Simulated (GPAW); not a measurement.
A run of GPAW 26.7.0:

Contents of run.py:

```python
from ase.dft.bandgap import bandgap
from ase.io import read, write
from gpaw import GPAW, PW

atoms = read('POSCAR')

calc = GPAW(mode=PW(450),
            xc='PBE0',
            kpts={'size': (4, 4, 4), 'gamma': True},
            occupations={'name': 'fermi-dirac', 'width': 0.05},
            nbands=14,
            convergence={'density': 1e-05, 'energy': 1e-05},
            maxiter=60,
            txt='gpaw.txt')
atoms.calc = calc
energy = atoms.get_potential_energy()
forces = atoms.get_forces()
calc.write('gs.gpw')
write('result.traj', atoms)
print(f'Energy: {energy:.6f} eV')
print('Forces (eV/A):')
print(forces.round(4))
print('Fermi level:', round(calc.get_fermi_level(), 4), 'eV')
print(f'Gap: {bandgap(calc)[0]:.4f} eV, direct: {bandgap(calc, direct=True)[0]:.4f} eV')
```

Contents of POSCAR:

```
CdTe
1.0
    0.0000000000      3.2050000000      3.2050000000
    3.2050000000      0.0000000000      3.2050000000
    3.2050000000      3.2050000000      0.0000000000
Te Cd
1 1
Direct
    0.7500000000      0.7500000000      0.7500000000
    0.0000000000      0.0000000000      0.0000000000
```

Potentials or basis: GPAW PAW data sets (gpaw-data 1.2.1), pw.

Run with:

```bash
$ OMP_NUM_THREADS=1 python run.py
```

Hardware: 1 thread of Intel(R) Xeon(R) Platinum 8559C (Emerald Rapids) (shared host).

Problem. How long does it take, and how much memory?

Solution. Wall time 34 min on 1 thread of Intel(R) Xeon(R) Platinum 8559C (Emerald Rapids), on a shared host, peak memory 0.41 GiB. Counts: scf iterations 17, plane waves 1458, bands 14, k points 8.
